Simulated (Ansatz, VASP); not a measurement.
## Two plane-wave programs on Ba3HfO

```
Ba Hf O
1.0
     5.97802    0.00000    0.00000
     0.00000    5.97802    0.00000
     0.00000    0.00000    5.97802
Ba Hf O
3 1 1
Direct
  0.50000 0.00000 0.50000
  0.00000 0.50000 0.50000
  0.50000 0.50000 0.00000
  0.50000 0.50000 0.50000
  0.00000 0.00000 0.00000
```

Change from the starting cell: species swapped into the Sr3SnO type (Pm-3m, No. 221).

Alike in both runs: functional PBE; k mesh 6 × 6 × 6; occupations gaussian, width 0.1 eV; no spin polarisation.

Ansatz relaxed the structure, and its values are those at the end. VASP's run is a single point on that final structure, the one shown.

|  | VASP | Ansatz |
| --- | --- | --- |
| version | VASP 6.6.1 | Ansatz 0.2.0 |
| potentials or method | VASP PAW PBE potentials, release 64 (Ba_sv, Hf_pv, O) | scalar-relativistic, plane waves, PAW |
| plane-wave cutoff (eV) | 520 | 420 |
| valence electrons in the cell | 46 | 62 |

Ansatz gave:

```
gap on the k mesh at the Fermi level (eV) : none
pressure (GPa)                            : 0.0
```

Question: Which values does VASP return?

Answer: gap on the k mesh at the Fermi level (eV): none; pressure (GPa): 0.5.

A gap of «none» marks a metal or a gap that the smearing closes. With one functional, cell and mesh, what is left measures potentials, basis and numerics. The two sets of potentials don't hold the same shells in valence.

The runs have no spin-orbit coupling, so splittings on Ba, Hf are missing.
